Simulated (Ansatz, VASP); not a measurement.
# Cross-check of SnCl4 between VASP and Ansatz, part 2 of 2

Wanted: the spread between two codes on one cell, functional and k mesh. Of the first pair: The structure shown is the start of the Ansatz relaxation below; VASP solves that cell, so the two are compared at the walk's first step.

VASP 6.6.1 and Ansatz 0.2.0.

So far: The structure; Ansatz: relaxation, PBE; VASP: single point, PBE, start cell, pair 1.

## 3. VASP: single point, PBE, start cell, pair 1 (continued)

Level of this step: PBE; plane waves and PAW (Sn_d, Cl) (VASP).

Numbers of over 12 decimals in the logs are rounded to 6 here.

Parts of OUTCAR (step 3):

```text
ion  position               nearest neighbor table
   1  0.000  0.000  0.285-   5 2.71   4 2.71   3 2.92   2 2.92   2 2.92   3 2.92
   2  0.500  0.500  0.285-   1 2.92   1 2.92
   3  0.500  0.000  0.285-   1 2.92   1 2.92
   4  0.000  0.000  0.363-   1 2.71
   5  0.000  0.000  0.207-   1 2.71

  LATTYP: Found a simple tetragonal cell.
 ALAT       =     5.8377380000
 C/A-ratio  =     5.9331290647

 Subroutine GETGRP returns: Found 16 space group operations
 (whereof  8 operations were pure point group operations)

The static configuration has the point symmetry C_4v.
 The point group associated with its full space group is D_4h.

 Found     10 irreducible k-points:

   k-points           NKPTS =     10   k-points in BZ     NKDIM =     10   number of bands    NBANDS=     27

   dimension x,y,z NGX =    40 NGY =   54 NGZ =  240
   dimension x,y,z NGXF=    80 NGYF=  108 NGZF=  480

   ENCUT  =  400.0 eV  29.40 Ry    5.42 a.u.   9.52 13.46 56.48*2*pi/ulx,y,z

   NELECT =      42.0000    total number of electrons

 k-points in reciprocal lattice and weights: Automatic mesh
   0.00000000  0.00000000  0.00000000       0.020
   0.14285714  0.00000000  0.00000000       0.082
   0.28571429  0.00000000  0.00000000       0.082
   0.42857143  0.00000000  0.00000000       0.082
   0.00000000  0.14285714  0.00000000       0.082
   0.28571429  0.14285714  0.00000000       0.163
   0.42857143  0.14285714  0.00000000       0.163
   0.00000000  0.28571429  0.00000000       0.082
   0.42857143  0.28571429  0.00000000       0.163
   0.00000000  0.42857143  0.00000000       0.082

 dipolmoment           0.000000      0.000000      0.000005 electrons x Angstroem

 average (electrostatic) potential at core
       1-114.0109       2-100.6417       3-100.6418       4-100.7455       5-100.7455

 E-fermi :  -7.0556

 k-point     1 :       0.0000    0.0000    0.0000
  band No.  band energies     occupation
    ...
     18      -7.4768      1.99956
     19      -7.4616      1.99940
     20      -7.3978      1.99787
     21      -7.3978      1.99787
     22      -7.1702      1.81626
     23      -1.3021      0.00000
     24      -1.0334      0.00000
     25      -1.0334      0.00000
     26      -0.1399      0.00000
     27       0.5299      0.00000

 k-point     2 :       0.1429    0.0000    0.0000
  band No.  band energies     occupation
    ...
     18      -7.4386      1.99906
     19      -7.3957      1.99778
     20      -7.3545      1.99494
     21      -7.3208      1.99009
     22      -7.0163      0.62546
     23      -1.6355      0.00000
     24      -1.5319      0.00000
     25      -1.4064      0.00000
     26       0.1192      0.00000
     27       0.6961      0.00000

 k-point     3 :       0.2857    0.0000    0.0000
  band No.  band energies     occupation
    ...
     17      -7.5240      1.99983
     18      -7.4924      1.99968
     19      -7.2992      1.98479
     20      -7.2289      1.93935
     21      -7.2109      1.91414
     22      -6.5974      0.00021
     23      -2.8320      0.00000
     24      -2.6102      0.00000
     25      -1.6252      0.00000
     26       0.7831      0.00000
    ...

  Total       -5.9609182     -5.9609182    -10.2742229      0.0000000      0.0000000      0.0000000
  in kB       -8.0910735     -8.0910735    -13.9457531      0.0000000      0.0000000      0.0000000
  external PRESSURE =     -10.0426334 kB  Pullay stress =       0.0000000 kB

  energy-cutoff  :      400.00
  volume of cell :     1180.37
      direct lattice vectors                 reciprocal lattice vectors
     5.837738000  0.000000000  0.000000000     0.171299226 -0.171299226  0.000000000
     5.837738000  5.837738000  0.000000000     0.000000000  0.171299226  0.000000000
     0.000000000  0.000000000 34.636053000     0.000000000  0.000000000  0.028871650

 POSITION                                       TOTAL-FORCE (eV/Angst)
 -----------------------------------------------------------------------------------
      0.00000      0.00000      9.87941         0.000000      0.000000     -0.000000
      5.83774      2.91887      9.87941         0.000000      0.000000     -0.000000
      2.91887      0.00000      9.87941         0.000000      0.000000     -0.000000
      0.00000      0.00000     12.58842        -0.000000      0.000000     -1.884045
      0.00000      0.00000      7.17040         0.000000      0.000000      1.884045
 -----------------------------------------------------------------------------------
    total drift:                                0.000000     -0.000000     -0.000071

  FREE ENERGIE OF THE ION-ELECTRON SYSTEM (eV)
  ---------------------------------------------------
  free  energy   TOTEN  =       -12.9974725236 eV

  energy  without entropy=      -12.9493709137  energy(sigma->0) =      -12.97342172

 vacuum level on the upper side and lower side of the slab         0.974         0.974

 total charge
# of ion       s       p       d       tot
------------------------------------------
    1        1.154   0.549   9.999  11.702
    2        1.605   3.422   0.000   5.027
    3        1.605   3.422   0.000   5.027
    4        1.616   3.365   0.000   4.981
    5        1.616   3.365   0.000   4.981
--------------------------------------------------
tot          7.595  14.124   9.999  31.718

[... 3 further parts left out ...]
```

## 4. Comparison

Known differences besides the potentials themselves: Ansatz cuts the interaction across the vacuum, VASP repeats the sheet with a dipole correction (LDIPOL); the cutoff is 420 eV in Ansatz and 400 eV in VASP. Total energies have different zeros and are not compared.

Forces (eV/Å; atoms numbered as in POSCAR):

```csv
atom,"Ansatz x, y, z","VASP x, y, z"
Sn1,"0.000, 0.000, 0.000","0.000, 0.000, 0.000"
Cl2,"0.000, 0.000, 0.000","0.000, 0.000, 0.000"
Cl3,"0.000, 0.000, 0.000","0.000, 0.000, 0.000"
Cl4,"0.000, 0.000, -1.874","0.000, 0.000, -1.884"
Cl5,"0.000, 0.000, 1.874","0.000, 0.000, 1.884"
```

The forces differ by 3.7 meV/Å r.m.s., which is 0.5 % of the r.m.s. force of 0.688 eV/Å (both taken over all components). Where the cell holds vacuum, a pressure given here is an average over it and none of the material.

## 5. Ansatz: relaxation, PBE

This run makes the geometry at which the two programs are then compared.

The structure compared here is the end of the Ansatz relaxation.

This is the run of step 2 again, met here at its other cell.

## 6. VASP: single point, PBE, relaxed cell, pair 2

The same cell, functional, mesh and smearing now go to VASP, with its own data sets.

INCAR reads:

```
SYSTEM = SnCl4
PREC = Accurate
ENCUT = 400
EDIFF = 1E-06
NELM = 120
ISMEAR = -1
SIGMA = 0.05
LREAL = .FALSE.
ALGO = Normal
GGA = PE
NBANDS = 27
LORBIT = 11
LWAVE = .FALSE.
LCHARG = .FALSE.
ISIF = 2
LDIPOL = .TRUE.
IDIPOL = 3
DIPOL = 0.5 0.5 0.285
LVHAR = .TRUE.
LASPH = .TRUE.
GGA_COMPAT = .FALSE.
EFERMI = MIDGAP
NELMDL = -8
KPAR = 2
```

POSCAR reads:

```
SnCl4
1.0
    5.1833612505      0.0000000000      0.0000000000
    5.1833612505      5.1833612505      0.0000000000
    0.0000000000      0.0000000000     34.6360530291
Sn Cl
1 4
Direct
    0.0000000000      0.0000000000      0.2852348676
    0.5000000000      0.5000000000      0.2852348676
    0.5000000000      0.0000000000      0.2852348676
    0.0000000000      0.0000000000      0.3524786406
    0.0000000000      0.0000000000      0.2179910946
```

KPOINTS reads:

```
Automatic mesh
0
Gamma
7 7 1
0 0 0
```

Potentials, in the order of the species: Sn_d and Cl (PBE family, release 64).

Launch:

```bash
$ mpirun -np 2 vasp_std
```

The log of the run:

```text
[... set-up lines as in an earlier step ...]
 entering main loop
       N       E                     dE             d eps       ncg     rms          rms(c)
DAV:   1     0.364024561791E+03    0.36402E+03   -0.12775E+04   628   0.871E+02
DAV:   2     0.653305041125E+02   -0.29869E+03   -0.29076E+03   844   0.212E+02
DAV:   3    -0.127781392617E+02   -0.78109E+02   -0.77810E+02   631   0.117E+02
DAV:   4    -0.161338900262E+02   -0.33558E+01   -0.33433E+01   679   0.333E+01
[...]
DAV:  23    -0.149780959517E+02   -0.49984E-05   -0.98569E-08   466   0.112E-03    0.440E-04
DAV:  24    -0.149780971540E+02   -0.12023E-05   -0.12851E-08   515   0.596E-04    0.224E-04
DAV:  25    -0.149780978903E+02   -0.73637E-06   -0.88846E-09   439   0.540E-04
   1 F= -.14978098E+02 E0= -.14978098E+02  d E =-.728524E-06
```

Parts of OUTCAR (step 6):

```text
  Total       -0.1327454     -0.1327454     -0.2322390      0.0000000      0.0000000     -0.0000000
  in kB       -0.2285487     -0.2285487     -0.3998475      0.0000000      0.0000000     -0.0000000
  external PRESSURE =      -0.2856483 kB  Pullay stress =       0.0000000 kB

 POSITION                                       TOTAL-FORCE (eV/Angst)
 -----------------------------------------------------------------------------------
      0.00000      0.00000      9.87941         0.000000      0.000000      0.000000
      5.18336      2.59168      9.87941         0.000000     -0.000000      0.000000
      2.59168      0.00000      9.87941        -0.000000     -0.000000      0.000000
      0.00000      0.00000     12.20847        -0.000000     -0.000000     -0.033733
      0.00000      0.00000      7.55035        -0.000000     -0.000000      0.033733
 -----------------------------------------------------------------------------------
    total drift:                                0.000000     -0.000000     -0.000116

  FREE ENERGIE OF THE ION-ELECTRON SYSTEM (eV)
  ---------------------------------------------------
  free  energy   TOTEN  =       -14.9780978903 eV

  energy  without entropy=      -14.9780971618  energy(sigma->0) =      -14.97809753

[... 1 part as in an earlier step ...]

[... 2 further parts left out ...]
[key lines of the parts left out:]
E-fermi :  -5.8810
```

## 7. Comparison

Both answers:

```csv
quantity,Ansatz,VASP,difference
gap on the k mesh (eV),1.290,1.312,-0.022
```

The largest component of a force difference here is 27 meV/Å. A gap on the mesh is an upper bound, since the band edges may lie between its points. Where the cell holds vacuum, a pressure given here is an average over it and none of the material.

## 8. Outcome

* r.m.s. force difference (single point, PBE, start cell, pair 1): 0.54 % of the r.m.s. force
* difference in gap on the k mesh (single point, PBE, relaxed cell, pair 2): -0.022 eV
* r.m.s. force difference (single point, PBE, relaxed cell, pair 2): 9.9 meV/Å

What this shows: The r.m.s. force difference is 9.9 meV/Å (single point, PBE, relaxed cell, pair 2), within the 12 meV/Å picked in this series as the mark of a large difference. Such differences can come from data sets, numerical settings and the points named under the comparisons, not from the functional's error against experiment.

[Lines on the potential files, build, host, timing and source positions are cut from VASP's logs without a mark.]

[Logs are printed without paths, hosts, clocks, repeated set-up lines and the standing remarks that a program may print on its own settings, such as how far it seeks lower states.]

[Hosts, paths, dates, database ids (printed as entryN), source tags and the programs' standing remarks are cut or masked in the printed files.]
